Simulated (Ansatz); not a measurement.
**NbP: pressure up to the limit of the methods**

An exercise on one series of results from a longer session: the logs are not shown, and one member is left open.

Computed with Ansatz 0.2.0 (DFT PBE, with the methods named in each step, unless a step's input says otherwise).

### The structure to begin with

It takes space group F-43m (No. 216, cubic). Conventional cell: a = 5.644 Å, b = 5.644 Å, c = 5.644 Å, α = 90.00°, β = 90.00°, γ = 90.00°. Nb (site symmetry -43m) has 4 P at 2.44 Å in its first shell of neighbours. P (site symmetry -43m) is surrounded by 4 Nb at 2.44 Å.

Coordinates:

```
Nb P
1.0
     0.00000    2.82192    2.82192
     2.82192    0.00000    2.82192
     2.82192    2.82192    0.00000
Nb P
1 1
Direct
  0.00000 0.00000 0.00000
  0.25000 0.25000 0.25000
```

Whether this phase is the stable one at these pressures isn't tested.

Atoms are numbered in the order of the input: Nb1, P2.

The first run:

Contents of input.yaml:

```yaml
crystal:
  lattice:
    - [0.0, 2.8219220654, 2.8219220654]
    - [2.8219220654, 0.0, 2.8219220654]
    - [2.8219220654, 2.8219220654, 0.0]
  atoms:
    - { symbol: Nb, position: [0.0, 0.0, 0.0] }
    - { symbol: P, position: [0.25, 0.25, 0.25] }
kpoints:
  mp_grid: { grid: [12, 12, 12] }
scf:
  occupations: { method: fermi_dirac, width: 0.08 }
hamiltonian:
  xc: pbe
  pseudopotentials: { kind: paw }
output:
  forces: true
  stress: true
relax:
  f_tol: 0.005
  max_steps: 40
  cell: {}
```

On the command line:

```sh
$ ansatz run input.yaml --threads 1 --pin off --max-ram 2048MiB --backend cpu --events-out ev --progress --plain --runs-dir out
```

Among the steps run: Cell relaxed at zero pressure, PAW; Volume scaled by 1, PAW; Volume scaled by 0.88, PAW; Volume scaled by 0.78, PAW; Volume scaled by 0.68, PAW; Volume scaled by 0.58, PAW; Volume scaled by 0.5, PAW; Volume scaled by 0.43, PAW; Volume scaled by 0.43, PAW (level accurate).

One of the session's tables, all rows but one given; the rest of the session is left out.

| method | volume over the first | volume (Å³/atom) | pressure (GPa) |
| --- | --- | --- | --- |
| PAW | 1 | 21.802 | -0.03 |
| PAW | 0.88 | ? | ? |
| PAW | 0.78 | 17.006 | 44.02 |
| PAW | 0.68 | 14.825 | 88.17 |
| PAW | 0.58 | 12.645 | 165.46 |
| PAW | 0.5 | 10.901 | 271.19 |
| PAW | 0.43 | 9.375 | 419.90 |
| PAW (level accurate) | 0.43 | 9.375 | 419.83 |

**Question.** Estimate the row for PAW, 0.88.

**Answer.** volume (Å³/atom): 19.186; pressure (GPa): 17.96. In the column «volume (Å³/atom)» it lies between PAW, 0.78 (17.006) and PAW, 1 (21.802).

Caveats from the session: At pressures up to 420 GPa the PAW spheres may overlap and frozen cores may not hold, so those PAW values are rough without an all-electron check.
